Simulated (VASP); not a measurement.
# Pb (P6_3/mmc) in VASP: notebook

One crystal, Pb, is run at these levels: PBEsol, PBE, LDA; tasks: relaxation of cell and atoms, single point, electrostatic potential.

All numbers are computed with VASP 6.6.1; they aren't measurements. Logs are shortened: lines on timing, memory, paths and dates and some standing lists are left out, and cuts for length are marked.

## 1. The crystal as given

Symmetry: P6_3/mmc, No. 194, hexagonal system. The conventional cell has a = 3.480 Å, b = 3.480 Å, c = 5.590 Å, α = 90.00°, β = 90.00°, γ = 120.00°. Around Pb (site symmetry -6m2) lie 12 Pb at 3.44 to 3.48 Å.

This isn't the form of Pb at room conditions, which is fcc.

## 2. Relaxation of cell and atoms, PBEsol, target pressure 30 GPa, at which the enthalpy is minimised

File INCAR:

```
SYSTEM = Pb
ALGO = Fast
EDIFF = 1E-7
EDIFFG = -0.01
ENCUT = 600
GGA = PS
IBRION = 2
ISIF = 3
ISMEAR = -1
LASPH = .True.
LCHARG = .False.
LREAL = .False.
LWAVE = .False.
NELM = 100
NSW = 40
PREC = Accurate
PSTRESS = 300
SIGMA = 0.05
```

File KPOINTS:

```
k-points
0
Gamma
  9 9 5
  0 0 0
```

File POSCAR:

```
Pb
1.0
    3.4800000000      0.0000000000      0.0000000000
   -1.7400000000      3.0137684052      0.0000000000
    0.0000000000      0.0000000000      5.5900000000
Pb
2
Direct
    0.6666666667      0.3333333333      0.7500000000
    0.3333333333      0.6666666667      0.2500000000
```

Potentials or basis: VASP PAW PBE potentials, release 64 (Pb_d).

Run with:

```bash
$ cat potpaw_PBE.64/Pb_d/POTCAR > POTCAR
$ mpirun -np 1 vasp_std > vasp.out
```

OUTCAR:

```text
SYSTEM = Pb
   EDIFF = 1E-7
   EDIFFG = -0.01
   ENCUT = 600
   GGA = PS
   IBRION = 2
   ISIF = 3
   ISMEAR = -1
   LASPH = .True.
   LREAL = .False.
   NELM = 100
   NSW = 40
   PREC = Accurate
   PSTRESS = 300

 ion  position               nearest neighbor table
   1  0.667  0.333  0.750-   2 3.44   2 3.44   2 3.44   2 3.44   2 3.44   2 3.44
   2  0.333  0.667  0.250-   1 3.44   1 3.44   1 3.44   1 3.44   1 3.44   1 3.44

  LATTYP: Found a hexagonal cell.
 ALAT       =     3.4800000000
 C/A-ratio  =     1.6063218391

  Lattice vectors:

 A1 = (   3.4800000000,   0.0000000000,   0.0000000000)
 A2 = (  -1.7400000000,   3.0137684052,   0.0000000000)
 A3 = (   0.0000000000,   0.0000000000,   5.5900000000)

Analysis of symmetry for initial positions (statically):
=====================================================================
 Subroutine PRICEL returns:
 Original cell was already a primitive cell.

 Routine SETGRP: Setting up the symmetry group for a
 hexagonal supercell.

 Subroutine GETGRP returns: Found 24 space group operations
 (whereof 12 operations were pure point group operations)
 out of a pool of 24 trial point group operations.

The static configuration has the point symmetry D_3d.
 The point group associated with its full space group is D_6h.

Analysis of symmetry for dynamics (positions and initial velocities):
=====================================================================
 Subroutine PRICEL returns:
 Original cell was already a primitive cell.

 Routine SETGRP: Setting up the symmetry group for a
 hexagonal supercell.

 Subroutine GETGRP returns: Found 24 space group operations
 (whereof 12 operations were pure point group operations)
 out of a pool of 24 trial point group operations.

The dynamic configuration has the point symmetry D_3d.
 The point group associated with its full space group is D_6h.

 Subroutine INISYM returns: Found 24 space group operations
 (whereof 12 operations are pure point group operations),
 and found     1 'primitive' translations

----------------------------------------------------------------------------------------

                                     Primitive cell

  volume of cell :      58.6274

  direct lattice vectors                    reciprocal lattice vectors
     3.480000000  0.000000000  0.000000000     0.287356322  0.165905250  0.000000000
    -1.740000000  3.013768405  0.000000000     0.000000000  0.331810500  0.000000000
     0.000000000  0.000000000  5.590000000     0.000000000  0.000000000  0.178890877

  length of vectors
     3.480000000  3.480000000  5.590000000     0.331810500  0.331810500  0.178890877

  position of ions in fractional coordinates (direct lattice)
     0.666666667  0.333333333  0.750000000
     0.333333333  0.666666667  0.250000000

  ion indices of the primitive-cell ions
   primitive index   ion index
                 1           1
                 2           2

----------------------------------------------------------------------------------------

 KPOINTS: k-points

Automatic generation of k-mesh.
 Grid dimensions read from file:
 generate k-points for:    9    9    5

 Generating k-lattice:

  Cartesian coordinates                     Fractional coordinates (reciprocal lattice)
     0.031928480  0.018433917  0.000000000     0.111111111 -0.000000000  0.000000000
     0.000000000  0.036867833  0.000000000     0.000000000  0.111111111  0.000000000
     0.000000000  0.000000000  0.035778175     0.000000000  0.000000000  0.200000000

  Length of vectors
     0.036867833  0.036867833  0.035778175

  Shift w.r.t. Gamma in fractional coordinates (k-lattice)
     0.000000000  0.000000000  0.000000000

 Subroutine IBZKPT returns following result:
 ===========================================

 Found     36 irreducible k-points:

 Following reciprocal coordinates:
            Coordinates               Weight
  0.000000  0.000000  0.000000      1.000000
  0.111111  0.000000  0.000000      6.000000
  0.222222  0.000000  0.000000      6.000000
  0.333333  0.000000  0.000000      6.000000
  0.444444  0.000000  0.000000      6.000000
  0.111111  0.111111  0.000000      6.000000
[... 16 lines left out ...]
  0.333333  0.222222  0.200000     24.000000
  0.333333  0.333333  0.200000      4.000000
 [... further k-points ...]
   k-points           NKPTS =     36   k-points in BZ     NKDIM =     36   number of bands    NBANDS=     18
   number of dos      NEDOS =    301   number of ions     NIONS =      2
   total plane-waves  NPLWV =  37632
   dimension x,y,z NGX =    28 NGY =   28 NGZ =   48
   dimension x,y,z NGXF=    56 NGYF=   56 NGZF=   96
   ions per type =               2
   NGX,Y,Z   is equivalent  to a cutoff of  13.38, 13.38, 14.28 a.u.
   NGXF,Y,Z  is equivalent  to a cutoff of  26.75, 26.75, 28.55 a.u.
 SYSTEM =  Pb
   PREC   = accura    normal or accurate (medium, high low for compatibility)
   ISTART =      0    job   : 0-new  1-cont  2-samecut
   ICHARG =      2    charge: 1-file 2-atom 10-const
   ISPIN  =      1    spin polarized calculation?
   LNONCOLLINEAR =      F non collinear calculations
   LSORBIT =      F    spin-orbit coupling
   LASPH  =      T    aspherical Exc in radial PAW
   ENCUT  =  600.0 eV  44.10 Ry    6.64 a.u.   6.95  6.95 11.16*2*pi/ulx,y,z
   NELM   =    100;   NELMIN=  2; NELMDL= -5     # of ELM steps
   EDIFF  = 0.1E-06   stopping-criterion for ELM
   LREAL  =      F    real-space projection
   EDIFFG = -.1E-01   stopping-criterion for IOM
   NSW    =     40    number of steps for IOM
   IBRION =      2    ionic relax: 0-MD 1-quasi-New 2-CG
   NFREE  =      1    steps in history (QN), initial steepest desc. (CG)
   ISIF   =      3    stress and relaxation
   ISYM   =      2    0-nonsym 1-usesym 2-fastsym
   POTIM  = 0.5000    time-step for ionic-motion
   TEBEG  =    0.0;   TEEND  =   0.0 temperature during run
   PSTRESS=  300.0 pullay stress
   NELECT =      28.0000    total number of electrons
   NUPDOWN=      -1.0000    fix difference up-down
   EMIN   =  10.00;   EMAX   =-10.00  energy-range for DOS
   EFERMI =   0.00;   METHOD = LEGACY
   ISMEAR =    -1;   SIGMA  =   0.05  broadening in eV -4-tet -1-fermi 0-gaus
   EFERMI_NEDOS =   21; number of points for ismear=-14 and -15
   IALGO  =     68    algorithm
   IMIX   =      4    mixing-type and parameters
     AMIX     =   0.40;   BMIX     =  1.00
     AMIX_MAG =   1.60;   BMIX_MAG =  1.00
  volume/ion in A,a.u.               =      29.31       197.82
  Fermi-wavevector in a.u.,A,eV,Ry     =   1.279658  2.418203 22.279870  1.637524
  Thomas-Fermi vector in A             =   2.412131
   LORBIT       =      0    0 simple, 1 ext, 2 COOP (PROOUT), +10 PAW based schemes
   GGA     = PS    functional components
   LHFCALC =     F    Hartree Fock is set to
   AEXX    =    0.0000 exact exchange contribution
   IVDW    =     0    specifies the selected vdW correction
   LEPSILON=     F    determine dielectric tensor
   LRPA    =     F    only Hartree local field effects (RPA)
 conjugate gradient relaxation of ions
 non-spin polarized calculation
 RMM-DIIS sequential band-by-band and
  energy-cutoff  :      600.00
  volume of cell :       58.63
 maximum number of plane-waves:      1971
 NGX is ok and might be reduce to    28
   NGX = 13   NGY = 13   NGZ = 23

--------------------------------------- Ionic step        1  -------------------------------------------

 number of electron      27.9999996 magnetization

 Free energy of the ion-electron system (eV)
  ---------------------------------------------------
  ext. energy  EPLUGINS =         0.00000000
  ---------------------------------------------------
  free energy    TOTEN  =        -7.94616699 eV

  energy without entropy =       -7.93559390  energy(sigma->0) =       -7.94088044

 E-fermi :   7.4385     XC(G=0): -10.5064

 val. band max:        7.4377267923   @ k =   0.3333   0.1111   0.2000
 cond. band min:       7.5165906385   @ k =   0.2222   0.1111   0.4000
 fundamental gap:      0.0788638462
 Fermi energy:         7.4385214990

 k-point     1 :       0.0000    0.0000    0.0000
  band No.  band energies     occupation
      1      -9.5668      2.00000
      2      -9.5168      2.00000
      3      -9.5168      2.00000
      4      -9.5153      2.00000
      5      -9.4916      2.00000
      6      -9.4916      2.00000
[... 10 lines left out ...]
     17      14.9516      0.00000
     18      15.6453      0.00000
[... 466 lines left out ...]
      2      -9.5252      2.00000
      3      -9.5252      2.00000
      4      -9.4166      2.00000
      5      -9.4146      2.00000
      6      -9.4146      2.00000
[... 10 lines left out ...]
     17      10.1126      0.00000
     18      10.1126      0.00000

 [... further k-points ...]

------------------------ aborting loop because EDIFF is reached ----------------------------------------

  FORCE on cell =-STRESS in cart. coord.  units (eV):
  Direction    XX          YY          ZZ          XY          YZ          ZX
  --------------------------------------------------------------------------------------
  -------------------------------------------------------------------------------------
  Total       -0.0614452     -0.0614452      1.3223372      0.0000000      0.0000000      0.0000000
  in kB       -1.6791821     -1.6791821     36.1369814      0.0000000      0.0000000      0.0000000
  external PRESSURE =    -289.0737942 kB  Pullay stress =     300.0000000 kB
[... 93 lines left out ...]
  FREE ENERGIE OF THE ION-ELECTRON SYSTEM (eV)
  ---------------------------------------------------
  free  energy   TOTEN  =        -6.7313996224 eV

  energy  without entropy=       -6.7220672087  energy(sigma->0) =       -6.72673342

  enthalpy is  TOTEN    =         1.9565902729 eV   P V=        8.6879898953

[... ionic steps 4 to 8 ...]

--------------------------------------- Ionic step        9  -------------------------------------------

 number of electron      28.0000004 magnetization

------------------------ aborting loop because EDIFF is reached ----------------------------------------

  FORCE on cell =-STRESS in cart. coord.  units (eV):
  Direction    XX          YY          ZZ          XY          YZ          ZX
  --------------------------------------------------------------------------------------
  -------------------------------------------------------------------------------------
  Total        8.1924328      8.1924328      8.1964537     -0.0000000      0.0000000      0.0000000
  in kB      296.4373714    296.4373714    296.5828640     -0.0000000      0.0000000      0.0000000
  external PRESSURE =      -3.5141310 kB  Pullay stress =     300.0000000 kB
[... 61 lines left out ...]
  enthalpy is  TOTEN    =         1.3861955527 eV   P V=        8.2377540668

--------------------------------------- Ionic step       11  -------------------------------------------

 number of electron      28.0000004 magnetization

 Free energy of the ion-electron system (eV)
  ---------------------------------------------------
  ext. energy  EPLUGINS =         0.00000000
  ---------------------------------------------------
  free energy    TOTEN  =        -6.88849587 eV

  energy without entropy =       -6.87700666  energy(sigma->0) =       -6.88275126

 E-fermi :  11.1069     XC(G=0): -11.9622

 val. band max:       11.1064159100   @ k =   0.2222   0.0000   0.4000
 cond. band min:      11.1298761999   @ k =   0.3333   0.1111   0.0000
 fundamental gap:      0.0234602899
 Fermi energy:        11.1068666746

 k-point     1 :       0.0000    0.0000    0.0000
  band No.  band energies     occupation
      1      -6.4197      2.00000
      2      -6.2353      2.00000
      3      -6.1761      2.00000
      4      -6.1761      2.00000
      5      -6.1212      2.00000
      6      -6.1212      2.00000
[... 10 lines left out ...]
     17      20.7727      0.00000
     18      21.6223      0.00000
[... 466 lines left out ...]
      2      -6.2132      2.00000
      3      -6.2132      2.00000
      4      -5.9778      2.00000
      5      -5.9770      2.00000
      6      -5.9770      2.00000
[... 10 lines left out ...]
     17      14.4280      0.00000
     18      14.4280      0.00000

 [... further k-points ...]

------------------------ aborting loop because EDIFF is reached ----------------------------------------

  FORCE on cell =-STRESS in cart. coord.  units (eV):
  Direction    XX          YY          ZZ          XY          YZ          ZX
  --------------------------------------------------------------------------------------
  -------------------------------------------------------------------------------------
  Total        8.2860930      8.2860930      8.2880225      0.0000000      0.0000000     -0.0000000
  in kB      300.4298509    300.4298509    300.4998089      0.0000000      0.0000000     -0.0000000
  external PRESSURE =       0.4531702 kB  Pullay stress =     300.0000000 kB
[... 17 lines left out ...]
  FREE ENERGIE OF THE ION-ELECTRON SYSTEM (eV)
  ---------------------------------------------------
  free  energy   TOTEN  =        -6.8884958675 eV

  energy  without entropy=       -6.8770066611  energy(sigma->0) =       -6.88275126

  enthalpy is  TOTEN    =         1.3857415209 eV   P V=        8.2742373884

 reached required accuracy - stopping structural energy minimisation
```

It took 11 min on 1 thread of Intel Xeon Platinum 8375C at 2.90GHz (Ice Lake), shared host; peak memory 0.23 GiB.

What came out:

| Quantity | Value |
| --- | --- |
| Free energy | -6.8885 eV |
| Relaxed volume | 22.09 Å³/atom |
| Relaxed cell | a = 3.123 Å, b = 3.123 Å, c = 5.231 Å, α = 90.00°, β = 90.00°, γ = 120.00° |
| Space group after relaxing (to 0.05 Å) | P6_3/mmc (No. 194) |
| Energy change on relaxing (the enthalpy is what falls) | +528.8 meV/atom |
| Ionic steps | 11 |
| Pressure after relaxing | 30.0 GPa |
| Band gap on the k mesh | none (metal or under the smearing width) |

Step by step:
| step | energy change (eV) | largest force (eV/Å) | pressure (GPa) | volume (Å³) |
| --- | --- | --- | --- | --- |
| 1 | 0.0000 | 0.0000 | 1.09 | 58.63 |
| 2 | 18.4127 | 0.0000 | 403.32 | 24.21 |
| 3 | 1.2148 | 0.0000 | 22.34 | 46.40 |
| 4 | 0.8661 | 0.0000 | 25.53 | 45.36 |
| 5 | 1.1002 | 0.0000 | 30.50 | 44.01 |
| 6 | 1.0507 | 0.0000 | 29.45 | 44.28 |
| 7 | 1.0410 | 0.0000 | 29.60 | 44.28 |
| 8 | 1.0410 | 0.0000 | 29.63 | 44.28 |
| 9 | 1.0411 | 0.0000 | 29.65 | 44.28 |
| 10 | 1.0946 | 0.0000 | 30.74 | 43.99 |
| 11 | 1.0577 | 0.0000 | 30.05 | 44.19 |

Final structure:
```yaml
crystal:
  lattice:
    - [3.12321, 0.00000, 0.00000]
    - [-1.56160, 2.70478, 0.00000]
    - [0.00000, 0.00000, 5.23101]
  atoms:
    - { symbol: Pb, position: [0.66667, 0.33333, 0.75000] }
    - { symbol: Pb, position: [0.33333, 0.66667, 0.25000] }
```

Levels at points of the mesh, in eV from the Fermi level:
| k point | band 10 | band 11 | band 12 | band 13 | band 14 | band 15 | band 16 | band 17 | band 18 |
| --- | --- | --- | --- | --- | --- | --- | --- | --- | --- |
| (0.00, 0.00, 0.00) | -16.68 | -14.25 | -8.62 | -5.97 | 8.07 | 8.07 | 9.35 | 9.67 | 10.52 |

Caveat: the cell is relaxed towards a set pressure, so the enthalpy falls and the energy may rise; the volume moved by over 15 % at a fixed basis, so the end points are rough; the PAW data sets were made with another functional, which shifts forces and pressure a little.

[end of part 1 of 2]
